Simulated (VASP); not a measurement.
Wanted: the native input for a VASP 6.6.1 run.

| Property | Result |
| --- | --- |
| Task | band structure |
| Functional | PBEsol |
| Potentials or basis | VASP PAW PBE potentials, release 64 (B, N) |
| Cutoff | 520 eV |
| k mesh | 15 × 15 × 6 |
| Occupations | gaussian, width 0.02 eV |
| Spin | no spin polarisation |
| Further INCAR settings | ALGO = Normal; EDIFF = 1e-07 |

The system is BN.

```
B N
1.0
     2.50560    0.00000    0.00000
    -1.25280    2.16992    0.00000
     0.00000    0.00000    6.93627
B N
2 2
Direct
  0.33333 0.66667 0.25000
  0.66667 0.33333 0.75000
  0.33333 0.66667 0.75000
  0.66667 0.33333 0.25000
```

The input as run:

POSCAR

```
BN                                      
1.0
    2.5056037844     -0.0000000000      0.0000000000
   -1.2528018922      2.1699165243     -0.0000000000
    0.0000000000     -0.0000000000      6.9362683095
  B               N             
     2     2
Direct
     0.3333333300000021    0.6666666699999979    0.2500000000000000
     0.6666666699999979    0.3333333300000021    0.7500000000000000
     0.3333333300000021    0.6666666699999979    0.7500000000000000
     0.6666666699999979    0.3333333300000021    0.2500000000000000
```

INCAR.step1

```
PREC = Accurate
ENCUT = 520
EDIFF = 1E-7
ISMEAR = 0
SIGMA = 0.02
LREAL = F
LASPH = T
NELM = 100
ALGO = Normal
ISIF = 2
LWAVE = F
LCHARG = T
GGA = PS
```

KPOINTS.step1

```
regular mesh
0
Gamma
  15 15 6
```

INCAR.step2

```
PREC = Accurate
ENCUT = 520
EDIFF = 1E-7
ISMEAR = 0
SIGMA = 0.05
LREAL = F
LASPH = T
NELM = 100
ALGO = Normal
ISIF = 2
LWAVE = F
LCHARG = F
GGA = PS
ICHARG = 11
```

KPOINTS.step2

```
path GMKGALHA,LM,KH
15
line-mode
reciprocal
 0.0000000000  0.0000000000  0.0000000000  G
 0.5000000000  0.0000000000  0.0000000000  M

 0.5000000000  0.0000000000  0.0000000000  M
 0.3333333333  0.3333333333  0.0000000000  K

 0.3333333333  0.3333333333  0.0000000000  K
 0.0000000000  0.0000000000  0.0000000000  G

 0.0000000000  0.0000000000  0.0000000000  G
 0.0000000000  0.0000000000  0.5000000000  A

 0.0000000000  0.0000000000  0.5000000000  A
 0.5000000000  0.0000000000  0.5000000000  L

 0.5000000000  0.0000000000  0.5000000000  L
 0.3333333333  0.3333333333  0.5000000000  H

 0.3333333333  0.3333333333  0.5000000000  H
 0.0000000000  0.0000000000  0.5000000000  A

 0.5000000000  0.0000000000  0.5000000000  L
 0.5000000000  0.0000000000  0.0000000000  M

 0.3333333333  0.3333333333  0.0000000000  K
 0.3333333333  0.3333333333  0.5000000000  H
```

Potentials or basis: VASP PAW PBE potentials, release 64 (B, N).

The run is started by

```bash
$ cat potpaw_PBE.64/B/POTCAR potpaw_PBE.64/N/POTCAR > POTCAR
$ cp INCAR.step1 INCAR
$ cp KPOINTS.step1 KPOINTS
$ mpirun -np 1 vasp_std > vasp.out
$ cp INCAR.step2 INCAR
$ cp KPOINTS.step2 KPOINTS
$ mpirun -np 1 vasp_std > vasp.out
```

It gave:

| Quantity | Value |
| --- | --- |
| Band gap on the k mesh | 4.28 eV, indirect (least direct gap 4.59 eV) |
| Band gap along the path | 4.21 eV, indirect (least direct gap 4.59 eV) |

Caveat: the log is that of the step along the path at fixed density, whose energy, stress, charges and moments have no meaning.

Run time: 35 s on 1 thread of Intel(R) Xeon(R) 6975P-C (Granite Rapids), on a shared host, peak memory 0.18 GiB.
